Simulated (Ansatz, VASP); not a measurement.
# One calculation of BN, two programs

The input INCAR:

```
SYSTEM = BN
ALGO     = Normal         ! electronic algorithm
EDIFF    = 1E-7           ! SCF threshold, eV
ENCUT    = 520            ! plane-wave cutoff, eV
GGA      = PS             ! functional
ISIF     = 2              ! what is computed and relaxed
ISMEAR   = 0              ! smearing method
LASPH    = .True.         ! aspherical terms in the spheres
LCHARG   = .True.         ! write CHGCAR
LELF     = .True.         ! ELF
LREAL    = .False.        ! projectors in reciprocal space
LVHAR    = .True.       
LWAVE    = .False.        ! write WAVECAR
NBANDS   = 11             ! bands
NELM     = 60             ! most SCF steps
PREC     = Accurate       ! precision mode
SIGMA    = 0.05           ! smearing width, eV
```

The input KPOINTS:

```
k-points
0
Gamma
  12 12 12
  0 0 0
```

POSCAR

```
BN
1.0
    0.0000000000      1.6152815796      2.2840081536
    1.6152815796      0.0000000000      2.2840081536
    1.6152815796      1.6152815796      0.0000000000
B N
1 1
Direct
    0.0000000000      0.0000000000      0.0000000000
    0.7500000000      0.7500000000      0.7500000000
```

Input for Ansatz:

```yaml
crystal:
  lattice:
    - [0.0, 1.6152815796, 2.2840081536]
    - [1.6152815796, 0.0, 2.2840081536]
    - [1.6152815796, 1.6152815796, 0.0]
  atoms:
    - { symbol: B, position: [0.0, 0.0, 0.0] }
    - { symbol: "N", position: [0.75, 0.75, 0.75] }
basis:
  ecutwfc: 420
kpoints:
  mp_grid: { grid: [12, 12, 12] }
hamiltonian:
  xc: pbesol
scf:
  occupations: { method: gaussian, width: 0.05 }
output:
  forces: true
  stress: true
  eigenvalues: true
```

Alike in both runs: task single point; functional PBEsol; k mesh 12 × 12 × 12; occupations gaussian, width 0.05 eV; no spin polarisation.

|  | VASP | Ansatz |
| --- | --- | --- |
| version | VASP 6.6.1 | Ansatz 0.2.0 |
| potentials or method | VASP PAW PBE potentials, release 64 (B, N) | scalar-relativistic, plane waves, PAW |
| plane-wave cutoff (eV) | 520 | 420 |
| valence electrons in the cell | 8 | 8 |

Ansatz gave:

| Property | Result |
| --- | --- |
| gap on the k mesh at the Fermi level (eV) | 0.71 |
| least direct gap on the mesh (eV) | 2.00 |
| pressure (GPa) | -1.8 |
| largest component of the traceless stress (GPa) | 200.64 |

Task: Which values does VASP return?

Result: gap on the k mesh at the Fermi level (eV): 0.70; least direct gap on the mesh (eV): 1.98; pressure (GPa): -1.4; largest component of the traceless stress (GPa): 200.58.

With one functional, cell and mesh, what is left measures potentials, basis and numerics.

Caveats: the PAW data sets were made with another functional, which shifts forces and pressure a little (VASP). A k mesh can miss the band edges. Expect the measured gap to be larger: semilocal functionals such as PBEsol lack the derivative discontinuity.
